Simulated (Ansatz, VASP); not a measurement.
**InSe: VASP beside Ansatz**

```xyz
4
Lattice="1.9420 1.1212 7.8489 -1.9420 1.1212 7.8489 0.0000 -2.2425 7.8489" Properties=species:S:1:pos:R:3 pbc="T T T"
In    0.0000    0.0000   -0.0399
In    0.0000    0.0000    2.6649
Se    0.0000    0.0000   14.3449
Se    0.0000    0.0000   19.6689
```

Alike in both runs: functional PBEsol; k mesh 6 × 6 × 6; no spin polarisation.

Ansatz relaxed the structure, and its values are those at the end. VASP's run is a single point on that final structure, the one shown.

|  | VASP | Ansatz |
| --- | --- | --- |
| version | VASP 6.6.1 | Ansatz 0.2.0 |
| potentials or method | VASP PAW PBE potentials, release 64 (In_d, Se) | plane waves, PAW |
| plane-wave cutoff (eV) | 520 | 422 |
| occupations | gaussian, width 0.01 eV | fixed |
| valence electrons in the cell | 38 | 58 |

```csv
,VASP,Ansatz,Ansatz less VASP
pressure (GPa),5.1,5.0,-0.10
rms of the force components (eV/Å),0.013,0.001,-0.0126
```

The two sets of potentials don't hold the same shells in valence.

Caveats: the PAW data sets were made with another functional, which shifts forces and pressure a little (VASP). A k mesh can miss the band edges.
